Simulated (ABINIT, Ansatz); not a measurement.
# CdS (Hawleyite): bands and cutoff in G0W0 with ABINIT, part 2 of 2

Wanted: a converged G0W0 gap of CdS (Hawleyite), or an estimate of the limit.

ABINIT 10.8.3; PBE and many-body steps on it, plane waves. Known limits of the many-body steps: not at the basis limit; no spin-orbit coupling; coarse k mesh.

So far. Step 3 (Screening, 4×4×4 mesh, 27 bands, screening to 62.6 eV): Local fields lower ε∞ by 6 %. On a Γ-centred mesh this coarse the value itself is usually too large, while a short band sum pulls it down. Step 4 (27 bands, 62.6 eV): The gap on the mesh goes from 1.14 eV to 2.16 eV, a correction of +1.01 eV.

## (6) 58 bands, 114.3 eV

This step: G0W0 on PBE, plane waves, norm-conserving pseudopotentials.

File run.abi:

```
acell 3*1.0 Angstrom
rprim 
  -0.000000000000 2.916500000000 2.916500000000
  2.916500000000 -0.000000000000 2.916500000000
  2.916500000000 2.916500000000 -0.000000000000
ntypat 2
znucl 48 16
natom 2
typat 1 2
xred 
  0.000000000000 0.000000000000 0.000000000000
  0.250000000000 0.250000000000 0.250000000000
pp_dirpath "pseudos"
pseudos "Cd.upf, S.upf"
ecut 47
ngkpt 4 4 4
nshiftk 1
shiftk 0 0 0
kptopt 1
chksymbreak 0
istwfk *1
occopt 1
irdwfk 1
optdriver 4
nband 58
gwcalctyp 0
ecutsigx 47
symsigma 1
nkptgw 1
kptgw 
  0.0000000000 0.0000000000 0.0000000000
bdgw 
  11 17
ecuteps 4.2
irdscr 1
ppmodel 1
indata_prefix "in"
outdata_prefix "out"
tmpdata_prefix "tmp"
```

Started as:

```sh
$ OMP_NUM_THREADS=1 mpirun -n 4 abinit run.abi > log
```

Numbers of over 12 decimals in the logs are rounded to 6 here.

The program printed:

```text
.Version 10.8.3 of ABINIT. v10.8.2 released Aug 2026.

 Symmetries : space group F-4 3 m (#216); Bravais cF (face-center cubic)
[... echo of the input left out ...]
== DATASET  1 ==================================================================
-   mpi_nproc: 4, omp_nthreads: 1 (-1 if OMP is not activated)

--- !DatasetInfo
iteration_state: {dtset: 1, }
dimensions: {natom: 2, nkpt: 8, mband: 58, nsppol: 1, nspinor: 1, nspden: 1, mpw: 5180, }
cutoff_energies: {ecut:  47.0, pawecutdg:  -1.0, }
electrons: {nelect:   2.60000000E+01, charge:   0.00000000E+00, occopt:   1.00000000E+00, tsmear:   1.00000000E-02, }

 SIGMA: Calculation of the GW corrections

 Based on a program developped by R.W. Godby, V. Olevano, G. Onida, and L. Reining.
 Incorporated in ABINIT by V. Olevano, G.-M. Rignanese, and M. Torrent.
.Using double precision arithmetic ; gwpc =  8

[... cell and pseudopotentials left out ...]
--------------------------------------------------------------------------------

 ==== K-mesh for the wavefunctions ====
 Number of points in the irreducible wedge :     8
[... list of points left out ...]
 Together with 24 symmetry operations and time-reversal symmetry
 yields    64 points in the full Brillouin Zone.

 ==== Q-mesh for screening function ====
 Number of points in the irreducible wedge :     8
[... list of points left out ...]
 Together with 24 symmetry operations and time-reversal symmetry
 yields    64 points in the full Brillouin Zone.

 vcoul_init : cutoff-mode = AUXILIARY_FUNCTION
 q-points for optical limit:   1
     1)      0.000010    0.000020    0.000030
 setmesh: FFT mesh size selected  =    50x   50x   50
          total number of points  =       125000

 Number of electrons calculated from density =   26.0000; Expected =   26.0000
[...]
number of q-points in BZ                           64
 number of frequencies for dSigma/dE                 9
 frequency step for dSigma/dE [eV]                0.25
 number of omega for Sigma on real axis              0
 max omega for Sigma on real axis  [eV]           0.00
 zcut for avoiding poles [eV]                     0.10

 EPSILON^-1 parameters (SCR file):
 dimension of the eps^-1 matrix on file            137
 dimension of the eps^-1 matrix used               137
 number of plane-waves for wavefunctions          5065
 number of bands                                    58
 number of q-points in IBZ                           8
 number of frequencies                               2
 number of real frequencies                          1
 number of imag frequencies                          1

 matrix elements of self-energy operator (all in [eV])

 Perturbative Calculation

--- !SelfEnergy_ee
iteration_state: {dtset: 1, }
kpoint     : [   0.000,    0.000,    0.000, ]
spin       : 1
KS_gap     :    1.145
QP_gap     :    2.035
Delta_QP_KS:    0.890
data: !SigmaeeData |
     Band     E0 <VxcDFT>   SigX SigC(E0)      Z dSigC/dE  Sig(E)    E-E0       E
       11   4.366 -15.389 -18.420   2.464   0.783  -0.278 -15.833  -0.444   3.922
       12   4.366 -15.389 -18.420   2.464   0.783  -0.278 -15.833  -0.444   3.922
       13   4.366 -15.389 -18.420   2.464   0.783  -0.278 -15.833  -0.444   3.922
       14   5.511 -10.636  -6.668  -3.419   0.814  -0.229 -10.190   0.446   5.957
       15  10.897 -10.642  -5.801  -3.971   0.813  -0.230  -9.936   0.707  11.604
       16  10.897 -10.642  -5.801  -3.971   0.813  -0.230  -9.936   0.707  11.604
       17  10.897 -10.642  -5.801  -3.971   0.813  -0.230  -9.936   0.707  11.604

== END DATASET(S) ==============================================================
================================================================================

 -outvars: echo values of variables after computation  --------
           etotal      0.0000000000E+00
            nband          58
             nkpt           8
          spgroup         216
 [... the other variables as echoed above ...]

 Calculation completed.
```

It took 3.8 s on 4 MPI ranks of Intel Xeon Platinum 8488C (Sapphire Rapids), shared host; peak memory 0.68 GiB; 14 s of CPU time.

Numbers from this step:

```
G0W0 gap on the points computed              : 2.035 eV
starting gap on the mesh                     : 1.145 eV
k of the valence top                         : 0, 0, 0
k of the conduction bottom                   : 0, 0, 0
Z at the valence top                         : 0.783
Z at the conduction bottom                   : 0.814
least direct G0W0 gap on the computed points : 2.035 eV
```

Against G0W0 in ABINIT (4×4×4 mesh, 27 bands, screening to 62.6 eV, Godby-Needs plasmon pole), the gap moves by −0.120 eV.

## (7) Screening, 4×4×4 mesh, 125 bands, screening to 176.9 eV

This step: RPA screening on PBE, plane waves, norm-conserving pseudopotentials.

run.abi: that of step 6 with these lines changed.

```diff
@@ -23,15 +23,8 @@
 irdwfk 1
-optdriver 4
-nband 58
-gwcalctyp 0
-ecutsigx 47
-symsigma 1
-nkptgw 1
-kptgw 
-  0.0000000000 0.0000000000 0.0000000000
-bdgw 
-  11 17
-ecuteps 4.2
-irdscr 1
-ppmodel 1
+optdriver 3
+nband 125
+ecuteps 6.5
+inclvkb 2
+awtr 1
+symchi 1
 indata_prefix "in"
```

The program printed:

```text
.Version 10.8.3 of ABINIT. v10.8.2 released Aug 2026.

 Symmetries : space group F-4 3 m (#216); Bravais cF (face-center cubic)
[... echo of the input left out ...]
== DATASET  1 ==================================================================
-   mpi_nproc: 4, omp_nthreads: 1 (-1 if OMP is not activated)

--- !DatasetInfo
iteration_state: {dtset: 1, }
dimensions: {natom: 2, nkpt: 8, mband: 125, nsppol: 1, nspinor: 1, nspden: 1, mpw: 5180, }
cutoff_energies: {ecut:  47.0, pawecutdg:  -1.0, }
[...]
--------------------------------------------------------------------------------
[... chi0 elements left out ...]
 For q-point:  0.000010 0.000020 0.000030
  dielectric constant =  11.0695
  dielectric constant without local fields =  11.7782

  Average fulfillment of the sum rule on Im[epsilon] for q-point    1 :     68.39  [%]
[... wings left out ...]
  q-point number  2        q = ( 0.250000, 0.000000, 0.000000) [r.l.u.]
--------------------------------------------------------------------------------
[... chi0 elements left out ...]
  Average fulfillment of the sum rule on Im[epsilon] for q-point    2 :     79.76  [%]

 [... 6 further q-points ...]
```

It took 58 s on 4 MPI ranks; peak memory 1.5 GiB; 3.9 min of CPU time.

Numbers from this step:

```yaml
eps_infinity_with_local_fields_on_this_mesh_along_the_program_s_q_direction: 11.07
the_same_without_local_fields: 11.78
plasma_frequency: 26.88 eV
plane_waves_in_the_screening_matrix: 283
```

## (8) 125 bands, 176.9 eV

This step: G0W0 on PBE, plane waves, norm-conserving pseudopotentials.

run.abi: that of step 7 with these lines changed.

```diff
@@ -23,8 +23,15 @@
 irdwfk 1
-optdriver 3
+optdriver 4
 nband 125
+gwcalctyp 0
+ecutsigx 47
+symsigma 1
+nkptgw 1
+kptgw 
+  0.0000000000 0.0000000000 0.0000000000
+bdgw 
+  11 17
 ecuteps 6.5
-inclvkb 2
-awtr 1
-symchi 1
+irdscr 1
+ppmodel 1
 indata_prefix "in"
```

The program printed:

```text
.Version 10.8.3 of ABINIT. v10.8.2 released Aug 2026.

 Symmetries : space group F-4 3 m (#216); Bravais cF (face-center cubic)
[... echo of the input left out ...]
== DATASET  1 ==================================================================
-   mpi_nproc: 4, omp_nthreads: 1 (-1 if OMP is not activated)

--- !DatasetInfo
iteration_state: {dtset: 1, }
dimensions: {natom: 2, nkpt: 8, mband: 125, nsppol: 1, nspinor: 1, nspden: 1, mpw: 5180, }
cutoff_energies: {ecut:  47.0, pawecutdg:  -1.0, }
[...]
15  10.897 -10.642  -5.801  -4.319   0.810  -0.235 -10.220   0.423  11.320
       16  10.897 -10.642  -5.801  -4.319   0.810  -0.235 -10.220   0.423  11.320
       17  10.897 -10.642  -5.801  -4.319   0.810  -0.235 -10.220   0.423  11.320

== END DATASET(S) ==============================================================
================================================================================

 -outvars: echo values of variables after computation  --------
           etotal      0.0000000000E+00
            nband         125
             nkpt           8
          spgroup         216
 [... the other variables as echoed above ...]

 Calculation completed.
```

Elapsed: 9.1 s, on 4 MPI ranks; peak memory 1.1 GiB; 35 s of CPU time.

Numbers from this step:

| Quantity | Value |
| --- | --- |
| G0W0 gap on the points computed | 2.086 eV |
| starting gap on the mesh | 1.145 eV |
| k of the valence top | 0, 0, 0 |
| k of the conduction bottom | 0, 0, 0 |
| least direct G0W0 gap on the computed points | 2.086 eV |

Against G0W0 in ABINIT (4×4×4 mesh, 58 bands, screening to 114.3 eV, Godby-Needs plasmon pole), the gap moves by +0.051 eV.

## (9) The runs together

Times are wall times on 4 MPI ranks of Intel Xeon Platinum 8488C (Sapphire Rapids), shared host, good to a factor of about two. A run's time includes the screening step that it read.

| run | mesh | bands | screening cutoff (eV) | DFT gap (eV) | gap on the mesh (eV) | direct (eV) | ε∞ used | time |
| --- | --- | --- | --- | --- | --- | --- | --- | --- |
| 27 bands, 62.6 eV | 4×4×4 | 27 | 62.6 | 1.145 | 2.155 | 2.155 | 10.97 | 8.9 s |
| 58 bands, 114.3 eV | 4×4×4 | 58 | 114.3 | 1.145 | 2.035 | 2.035 | 11.05 | 19 s |
| 125 bands, 176.9 eV | 4×4×4 | 125 | 176.9 | 1.145 | 2.086 | 2.086 | 11.07 | 67 s |

## (10) Results

```yaml
27_bands_62p6_ev: 2.155 eV
58_bands_114p3_ev: 2.035 eV
125_bands_176p9_ev: 2.086 eV
known_limits: not at the basis limit; no spin-orbit coupling; coarse k mesh
```

What this shows: From the first rung to the last the gap moves by −0.07 eV for 7.5 times the time. The gap turns back along the series, so no limit is drawn from it. In the G0W0 runs levels were corrected at 1 k point alone, so a gap called «on the mesh» is the least over those, and an edge elsewhere would be missed. The 4×4×4 mesh is coarse for this cell, which bears on the long-range parts of exchange and screening. The many-body steps are scalar-relativistic: spin-orbit coupling is not in them.

[Paths, hosts, dates, memory and timing lines, banners, echoed tables and standing remarks are left out of the program output.]

[Logs are printed without paths, hosts, clocks, repeated set-up lines and the standing remarks that a program may print on its own settings, such as how far it seeks lower states.]

[Runs of the session that timed out or met a known fault of the program may be left out.]

[Hosts, paths, dates, database ids (printed as entryN), source tags and the programs' standing remarks are cut or masked in the printed files.]

[G0W0 gaps are taken among the corrected bands and points alone; a level outside them can change the order at an edge.]

[Where Ansatz stands beside ABINIT at settings called matched, ABINIT's density can come from a denser mesh and the files from another edition; pairs whose starting gaps differed by over 0.03 eV were left out, so agreement reads better than it is.]
